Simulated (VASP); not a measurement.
# PtS2 (P-3m1) in VASP: notebook

The runs below take PtS2 through single point, with HSE06.

Program: VASP 6.6.1. These are calculated values, not measurements. Logs are shortened: lines on timing, memory, paths and dates and some standing lists are left out, and cuts for length are marked.

## (1) The structure

It takes space group P-3m1 (No. 164, trigonal). The conventional cell has a = 3.543 Å, b = 3.543 Å, c = 5.039 Å, α = 90.00°, β = 90.00°, γ = 120.00°. Around Pt (site symmetry -3m) lie 6 S at 2.34 Å. S (site symmetry 3m) has 3 Pt at 2.34 Å as nearest neighbours.

## (2) Single point, HSE06

POSCAR

```
PtS2
1.0
    3.5432000000      0.0000000000      0.0000000000
   -1.7716000000      3.0685012107      0.0000000000
    0.0000000000      0.0000000000      5.0388000000
Pt S
1 2
Direct
    0.0000000000      0.0000000000      0.0000000000
    0.6666666667      0.3333333333      0.7730000000
    0.3333333333      0.6666666667      0.2270000000
```

INCAR.step1

```
SYSTEM = PtS2
  PREC = Accurate
  ENCUT = 340
  EDIFF = 1E-5
  ISMEAR = 0
  SIGMA = 0.01
  LREAL = .FALSE.
  LASPH = .TRUE.
  NELM = 100
  ALGO = Normal
  ISIF = 2
  LWAVE = .TRUE.
  LCHARG = .FALSE.
  NBANDS = 19
  NKRED = 1
  GGA = PE
```

INCAR.step2

```
SYSTEM = PtS2
  PREC = Accurate
  ENCUT = 340
  EDIFF = 1E-6
  ISMEAR = 0
  SIGMA = 0.01
  LREAL = .FALSE.
  LASPH = .TRUE.
  NELM = 100
  ALGO = Normal
  ISIF = 2
  LWAVE = .FALSE.
  LCHARG = .FALSE.
  GGA = PE
  LHFCALC = .TRUE.
  HFSCREEN = 0.2
  PRECFOCK = Fast
  NBANDS = 19
  NKRED = 1
  ISTART = 1
```

KPOINTS

```
regular mesh
0
G
  3 3 2
  0 0 0
```

Potentials or basis: VASP PAW PBE potentials, release 64 (Pt, S).

Launch:

```sh
cat potpaw_PBE.64/Pt/POTCAR potpaw_PBE.64/S/POTCAR > POTCAR
cp INCAR.step1 INCAR
mpirun -np 1 vasp_std > vasp.out
cp INCAR.step2 INCAR
mpirun -np 1 vasp_std > vasp.out
```

OUTCAR:

```text
SYSTEM = PtS2
   PREC = Accurate
   ENCUT = 340
   EDIFF = 1E-6
   ISMEAR = 0
   LREAL = .FALSE.
   LASPH = .TRUE.
   NELM = 100
   ISIF = 2
   GGA = PE
   LHFCALC = .TRUE.
   HFSCREEN = 0.2
   PRECFOCK = Fast
   NKRED = 1
   ISTART = 1

 Found      6 irreducible k-points:

 Following reciprocal coordinates:
            Coordinates               Weight
  0.000000  0.000000  0.000000      1.000000
  0.333333 -0.000000  0.000000      6.000000
  0.333333  0.333333  0.000000      2.000000
  0.000000  0.000000  0.500000      1.000000
  0.333333 -0.000000  0.500000      6.000000
  0.333333  0.333333  0.500000      2.000000
   k-points           NKPTS =      6   k-points in BZ     NKDIM =     18   number of bands    NBANDS=     19
   number of dos      NEDOS =    301   number of ions     NIONS =      3
   total plane-waves  NPLWV =  17280
   dimension x,y,z NGX =    24 NGY =   24 NGZ =   30
   dimension x,y,z NGXF=    48 NGYF=   48 NGZF=   60
   ions per type =               1   2
   NGX,Y,Z   is equivalent  to a cutoff of  11.26, 11.26,  9.90 a.u.
   NGXF,Y,Z  is equivalent  to a cutoff of  22.52, 22.52, 19.80 a.u.
 SYSTEM =  PtS2
   PREC   = accura    normal or accurate (medium, high low for compatibility)
   ISTART =      1    job   : 0-new  1-cont  2-samecut
   ICHARG =      0    charge: 1-file 2-atom 10-const
   ISPIN  =      1    spin polarized calculation?
   LNONCOLLINEAR =      F non collinear calculations
   LSORBIT =      F    spin-orbit coupling
   LASPH  =      T    aspherical Exc in radial PAW
   ENCUT  =  340.0 eV  24.99 Ry    5.00 a.u.   5.33  5.33  7.58*2*pi/ulx,y,z
   NELM   =    100;   NELMIN=  2; NELMDL=  0     # of ELM steps
   EDIFF  = 0.1E-05   stopping-criterion for ELM
   LREAL  =      F    real-space projection
   EDIFFG = 0.1E-04   stopping-criterion for IOM
   NSW    =      0    number of steps for IOM
   IBRION =     -1    ionic relax: 0-MD 1-quasi-New 2-CG
   NFREE  =      0    steps in history (QN), initial steepest desc. (CG)
   ISIF   =      2    stress and relaxation
   ISYM   =      3    0-nonsym 1-usesym 2-fastsym
   POTIM  = 0.5000    time-step for ionic-motion
   TEBEG  =    0.0;   TEEND  =   0.0 temperature during run
   PSTRESS=    0.0 pullay stress
   NELECT =      22.0000    total number of electrons
   NUPDOWN=      -1.0000    fix difference up-down
   EMIN   =  10.00;   EMAX   =-10.00  energy-range for DOS
   EFERMI =   0.00;   METHOD = LEGACY
   ISMEAR =     0;   SIGMA  =   0.01  broadening in eV -4-tet -1-fermi 0-gaus
   EFERMI_NEDOS =   21; number of points for ismear=-14 and -15
   IALGO  =     38    algorithm
   IMIX   =      1    mixing-type and parameters
     AMIX     =   0.40;   BMIX     =  1.00
     AMIX_MAG =   1.60;   BMIX_MAG =  1.00
  volume/ion in A,a.u.               =      18.26       123.23
  Fermi-wavevector in a.u.,A,eV,Ry     =   1.207812  2.282434 19.848315  1.458810
  Thomas-Fermi vector in A             =   2.343439
   LORBIT       =      0    0 simple, 1 ext, 2 COOP (PROOUT), +10 PAW based schemes
   GGA     = PE    functional components
   LHFCALC =     T    Hartree Fock is set to
   PRECFOCK=fast      Normal, Fast or Accurate (Low or Medium for compatibility)
   ENCUT4O =  -1.0   cutoff for four orbital integrals eV
   NKREDX  =     1    reduce k-point grid by
   NKREDY  =     1    reduce k-point grid by
   NKREDZ  =     1    reduce k-point grid by
   AEXX    =    0.2500 exact exchange contribution
   HFSCREEN=    0.2000 screening length (either q_TF or 0.3 A-1)
   HFSCREENC=   0.2000 screening length for correlation (either q_TF or 0.3 A-1)
   ENCUTFOCK=  -1.0 apply spherical cutoff to Coloumb kernel
   IVDW    =     0    specifies the selected vdW correction
   LEPSILON=     F    determine dielectric tensor
   LRPA    =     F    only Hartree local field effects (RPA)
 non-spin polarized calculation
 Gauss-broadening in eV      SIGMA  =   0.01
  energy-cutoff  :      340.00
  volume of cell :       54.78
 maximum number of plane-waves:       784
 NGX is ok and might be reduce to    24
  NGX = 12; NGY = 12; NGZ = 18

 number of electron      21.9999994 magnetization

 Free energy of the ion-electron system (eV)
  ---------------------------------------------------
  ext. energy  EPLUGINS =         0.00000000
  ---------------------------------------------------
  free energy    TOTEN  =       -18.76180321 eV

  energy without entropy =      -18.76180321  energy(sigma->0) =      -18.76180321

 E-fermi :   6.3196     XC(G=0):  -8.7141

 val. band max:        6.1929302082   @ k =   0.0000   0.0000   0.0000
 cond. band min:       8.0009925523   @ k =   0.3333   0.3333   0.0000
 fundamental gap:      1.8080623440
 Fermi energy:         6.3195598868

 k-point     1 :       0.0000    0.0000    0.0000
  band No.  band energies     occupation
      1     -10.9168      2.00000
      2      -7.3694      2.00000
      3      -1.5958      2.00000
      4      -1.5264      2.00000
      5      -1.5264      2.00000
      6       1.4590      2.00000
[... 11 lines left out ...]
     18      19.6104      0.00000
     19      20.2944      0.00000

 k-point     2 :       0.3333   -0.0000    0.0000
  band No.  band energies     occupation
      1      -9.5202      2.00000
      2      -8.0793      2.00000
      3      -1.3752      2.00000
      4      -0.7199      2.00000
      5       0.0040      2.00000
      6       0.1427      2.00000
[... 11 lines left out ...]
     18      16.9593      0.00000
     19      18.7248      0.00000

 k-point     3 :       0.3333    0.3333    0.0000
  band No.  band energies     occupation
      1      -8.4298      2.00000
      2      -8.4298      2.00000
      3      -1.2766      2.00000
      4      -0.8527      2.00000
      5      -0.8527      2.00000
      6       1.0017      2.00000
[... 11 lines left out ...]
     18      18.3143      0.00000
     19      18.8020      0.00000

 k-point     4 :       0.0000    0.0000    0.5000
  band No.  band energies     occupation
      1     -10.6003      2.00000
      2      -8.1542      2.00000
      3      -1.5041      2.00000
      4      -1.5041      2.00000
      5      -0.2980      2.00000
      6       1.4323      2.00000
[... 11 lines left out ...]
     18      16.8479      0.00000
     19      18.6511      0.00000

 k-point     5 :       0.3333   -0.0000    0.5000
  band No.  band energies     occupation
      1      -9.2714      2.00000
      2      -8.3554      2.00000
      3      -1.7283      2.00000
      4      -0.7761      2.00000
      5      -0.4551      2.00000
      6       0.8363      2.00000
[... 11 lines left out ...]
     18      18.0161      0.00000
     19      18.9985      0.00000

 k-point     6 :       0.3333    0.3333    0.5000
  band No.  band energies     occupation
      1      -8.4108      2.00000
      2      -8.4108      2.00000
      3      -1.1010      2.00000
      4      -1.1010      2.00000
      5      -0.9151      2.00000
      6       1.3108      2.00000
[... 11 lines left out ...]
     18      18.0844      0.00000
     19      18.0844      0.00000

------------------------ aborting loop because EDIFF is reached ----------------------------------------

  FORCE on cell =-STRESS in cart. coord.  units (eV):
  Direction    XX          YY          ZZ          XY          YZ          ZX
  --------------------------------------------------------------------------------------
  -------------------------------------------------------------------------------------
  Total        1.5539523      1.5539523      2.3898202     -0.0000000      0.0000000     -0.0000000
  in kB       45.4463667     45.4463667     69.8918789     -0.0000000      0.0000000     -0.0000000
  external PRESSURE =      53.5948708 kB  Pullay stress =       0.0000000 kB

 VOLUME and BASIS-vectors are now :
 -----------------------------------------------------------------------------
  energy-cutoff  :      340.00
  volume of cell :       54.78
      direct lattice vectors                 reciprocal lattice vectors
     3.543200000  0.000000000  0.000000000     0.282230752  0.162946001  0.000000000
    -1.771600000  3.068501211  0.000000000     0.000000000  0.325892001  0.000000000
     0.000000000  0.000000000  5.038800000     0.000000000  0.000000000  0.198459951

 POSITION                                       TOTAL-FORCE (eV/Angst)
 -----------------------------------------------------------------------------------
      0.00000      0.00000      0.00000         0.000000      0.000000      0.000000
      1.77160      1.02283      3.89499        -0.000000      0.000000     -0.754923
     -0.00000      2.04567      1.14381         0.000000     -0.000000      0.754923
 -----------------------------------------------------------------------------------
    total drift:                               -0.000000      0.000000     -0.000000

  FREE ENERGIE OF THE ION-ELECTRON SYSTEM (eV)
  ---------------------------------------------------
  free  energy   TOTEN  =       -18.7618032060 eV

  energy  without entropy=      -18.7618032060  energy(sigma->0) =      -18.76180321
```

It took 47 s on 1 thread of AMD EPYC 7R43 (Zen 3), shared host; peak memory 0.2 GiB.

These settings aren't checked as converged: the numbers below hold their error.

What came out:

```yaml
Free_energy: -18.7618 eV
Pressure: 5.4 GPa
Largest_force: 0.755 eV/Å
Band_gap_on_the_k_mesh: 1.81 eV, indirect (least direct gap 3.24 eV)
```

Caveat: the k mesh is coarse (spacing up to 0.68 Å⁻¹), so the values aren't converged, least of all with exact exchange; the PAW data sets were made with another functional, which shifts forces and pressure a little; spin-orbit coupling is left out, which moves the levels of the heavy elements; an odd mesh through Γ misses points on the zone boundary, where band edges often lie.

## (3) Single point, HSE06

POSCAR is that of step 2.

Changes to INCAR.step1 since step 2:

```diff
@@ -2,3 +2,3 @@
   PREC = Accurate
-  ENCUT = 340
+  ENCUT = 520
   EDIFF = 1E-5
```

Changes to INCAR.step2 since step 2:

```diff
@@ -2,3 +2,3 @@
   PREC = Accurate
-  ENCUT = 340
+  ENCUT = 520
   EDIFF = 1E-6
```

KPOINTS is that of step 2.

Potentials or basis: VASP PAW PBE potentials, release 64 (Pt, S).

Launch:

```sh
cat potpaw_PBE.64/Pt/POTCAR potpaw_PBE.64/S/POTCAR > POTCAR
cp INCAR.step1 INCAR
mpirun -np 1 vasp_std > vasp.out
cp INCAR.step2 INCAR
mpirun -np 1 vasp_std > vasp.out
```

Wall time 81 s (1 thread of AMD EPYC 7R43 (Zen 3), shared host); peak memory 0.24 GiB.

The run converged, but some of its settings lie outside the range that counts as converged, so its numbers aren't taken as properties of the crystal.

What came out:

* Free energy: -18.7688 eV
* Pressure: 5.7 GPa
* Largest force: 0.758 eV/Å
* Band gap on the k mesh: 1.81 eV, indirect (least direct gap 3.24 eV)

Caveat: the k mesh is coarse (spacing up to 0.68 Å⁻¹), so the values aren't converged, least of all with exact exchange; the PAW data sets were made with another functional, which shifts forces and pressure a little; spin-orbit coupling is left out, which moves the levels of the heavy elements; an odd mesh through Γ misses points on the zone boundary, where band edges often lie.

## (4) Single point, HSE06

POSCAR is that of step 3.

Changes to INCAR.step1 since step 3:

```diff
@@ -2,3 +2,3 @@
   PREC = Accurate
-  ENCUT = 520
+  ENCUT = 400
   EDIFF = 1E-5
```

Changes to INCAR.step2 since step 3:

```diff
@@ -2,3 +2,3 @@
   PREC = Accurate
-  ENCUT = 520
+  ENCUT = 400
   EDIFF = 1E-6
@@ -16,3 +16,3 @@
   HFSCREEN = 0.2
-  PRECFOCK = Fast
+  PRECFOCK = Low
   NBANDS = 19
```

KPOINTS

```
regular mesh
0
G
  4 4 3
  0 0 0
```

Potentials or basis: VASP PAW PBE potentials, release 64 (Pt, S).

Launch:

```sh
cat potpaw_PBE.64/Pt/POTCAR potpaw_PBE.64/S/POTCAR > POTCAR
cp INCAR.step1 INCAR
mpirun -np 1 vasp_std > vasp.out
cp INCAR.step2 INCAR
mpirun -np 1 vasp_std > vasp.out
```

OUTCAR:

```text
SYSTEM = PtS2
   PREC = Accurate
   ENCUT = 400
   EDIFF = 1E-6
   ISMEAR = 0
   LREAL = .FALSE.
   LASPH = .TRUE.
   NELM = 100
   ISIF = 2
   GGA = PE
   LHFCALC = .TRUE.
   HFSCREEN = 0.2
   PRECFOCK = Low
   NKRED = 1
   ISTART = 1

 Found      9 irreducible k-points:

 Following reciprocal coordinates:
            Coordinates               Weight
  0.000000  0.000000  0.000000      1.000000
  0.250000 -0.000000  0.000000      6.000000
  0.500000 -0.000000  0.000000      3.000000
  0.250000  0.250000  0.000000      6.000000
  0.000000  0.000000  0.333333      2.000000
  0.250000 -0.000000  0.333333      6.000000
   k-points           NKPTS =      9   k-points in BZ     NKDIM =     48   number of bands    NBANDS=     19
   number of dos      NEDOS =    301   number of ions     NIONS =      3
   total plane-waves  NPLWV =  20736
   dimension x,y,z NGX =    24 NGY =   24 NGZ =   36
   dimension x,y,z NGXF=    48 NGYF=   48 NGZF=   72
   ions per type =               1   2
   NGX,Y,Z   is equivalent  to a cutoff of  11.26, 11.26, 11.88 a.u.
   NGXF,Y,Z  is equivalent  to a cutoff of  22.52, 22.52, 23.76 a.u.
 SYSTEM =  PtS2
   PREC   = accura    normal or accurate (medium, high low for compatibility)
[... 64 lines left out ...]
  energy without entropy =      -18.64133388  energy(sigma->0) =      -18.64133388

 E-fermi :   6.3148     XC(G=0):  -8.7145

 val. band max:        6.2166768212   @ k =   0.0000   0.0000   0.0000
 cond. band min:       7.7568547688   @ k =   0.0000   0.2500   0.3333
 fundamental gap:      1.5401779476
 Fermi energy:         6.3147801770

 k-point     1 :       0.0000    0.0000    0.0000
  band No.  band energies     occupation
      1     -10.9129      2.00000
      2      -7.3656      2.00000
      3      -1.5998      2.00000
      4      -1.5344      2.00000
      5      -1.5344      2.00000
      6       1.4366      2.00000
[... 109 lines left out ...]
      6       0.6705      2.00000
[... 11 lines left out ...]
     18      17.1869      0.00000
     19      18.0720      0.00000

 [... further k-points ...]

------------------------ aborting loop because EDIFF is reached ----------------------------------------

  FORCE on cell =-STRESS in cart. coord.  units (eV):
  Direction    XX          YY          ZZ          XY          YZ          ZX
  --------------------------------------------------------------------------------------
  -------------------------------------------------------------------------------------
  Total        2.0435562      2.0435562      2.3733961     -0.0000000      0.0000000      0.0000000
  in kB       59.7651588     59.7651588     69.4115466     -0.0000000      0.0000000      0.0000000
  external PRESSURE =      62.9806214 kB  Pullay stress =       0.0000000 kB

 VOLUME and BASIS-vectors are now :
 -----------------------------------------------------------------------------
  energy-cutoff  :      400.00
  volume of cell :       54.78
      direct lattice vectors                 reciprocal lattice vectors
     3.543200000  0.000000000  0.000000000     0.282230752  0.162946001  0.000000000
    -1.771600000  3.068501211  0.000000000     0.000000000  0.325892001  0.000000000
     0.000000000  0.000000000  5.038800000     0.000000000  0.000000000  0.198459951

 POSITION                                       TOTAL-FORCE (eV/Angst)
 -----------------------------------------------------------------------------------
      0.00000      0.00000      0.00000         0.000000      0.000000      0.000000
      1.77160      1.02283      3.89499        -0.000000     -0.000000     -0.893222
     -0.00000      2.04567      1.14381         0.000000      0.000000      0.893222
 -----------------------------------------------------------------------------------
    total drift:                               -0.000010      0.000049      0.000033

  FREE ENERGIE OF THE ION-ELECTRON SYSTEM (eV)
  ---------------------------------------------------
  free  energy   TOTEN  =       -18.6413338849 eV

  energy  without entropy=      -18.6413338849  energy(sigma->0) =      -18.64133388
```

OUTCAR.step1:

```text
SYSTEM = PtS2
   PREC = Accurate
   ENCUT = 400
   EDIFF = 1E-5
   ISMEAR = 0
   LREAL = .FALSE.
   LASPH = .TRUE.
   NELM = 100
[... 244 lines left out ...]
      0.00000      0.00000      0.00000        -0.000000      0.000000     -0.000000
      1.77160      1.02283      3.89499         0.000000      0.000000     -1.256198
     -0.00000      2.04567      1.14381        -0.000000     -0.000000      1.256198
 -----------------------------------------------------------------------------------
    total drift:                                0.000000     -0.000000     -0.000000

  FREE ENERGIE OF THE ION-ELECTRON SYSTEM (eV)
  ---------------------------------------------------
  free  energy   TOTEN  =       -15.2831680975 eV

  energy  without entropy=      -15.2831680975  energy(sigma->0) =      -15.28316810
```

It took 3.2 min on 1 thread of AMD EPYC 7R43 (Zen 3), shared host; peak memory 0.22 GiB.

The run converged, but some of its settings lie outside the range that counts as converged, so its numbers aren't taken as properties of the crystal.

What came out:

```
Free energy            : -18.6413 eV
Pressure               : 6.3 GPa
Largest force          : 0.893 eV/Å
Band gap on the k mesh : 1.54 eV, indirect (least direct gap 1.91 eV)
```

Caveat: the k mesh is coarse (spacing up to 0.51 Å⁻¹), so the values aren't converged, least of all with exact exchange; the PAW data sets were made with another functional, which shifts forces and pressure a little; spin-orbit coupling is left out, which moves the levels of the heavy elements; an odd mesh through Γ misses points on the zone boundary, where band edges often lie.

## (5) Single point, HSE06

POSCAR is that of step 4.

INCAR.step1 is that of step 4.

Changes to INCAR.step2 since step 4:

```diff
@@ -16,3 +16,3 @@
   HFSCREEN = 0.2
-  PRECFOCK = Low
+  PRECFOCK = Accurate
   NBANDS = 19
```

KPOINTS is that of step 4.

Launch:

```sh
cat potpaw_PBE.64/Pt/POTCAR potpaw_PBE.64/S/POTCAR > POTCAR
cp INCAR.step1 INCAR
mpirun -np 1 vasp_std > vasp.out
cp INCAR.step2 INCAR
mpirun -np 1 vasp_std > vasp.out
```

Run time: 22 min. Hardware: 1 thread of AMD EPYC 7R43 (Zen 3), shared host; peak memory 0.25 GiB.

These settings aren't checked as converged: the numbers below hold their error.

Results:

| Property | Result |
| --- | --- |
| Free energy | -18.6414 eV |
| Pressure | 6.3 GPa |
| Largest force | 0.889 eV/Å |
| Band gap on the k mesh | 1.54 eV, indirect (least direct gap 1.91 eV) |

Caveat: the k mesh is coarse (spacing up to 0.51 Å⁻¹), so the values aren't converged, least of all with exact exchange; the PAW data sets were made with another functional, which shifts forces and pressure a little; spin-orbit coupling is left out, which moves the levels of the heavy elements; an odd mesh through Γ misses points on the zone boundary, where band edges often lie.
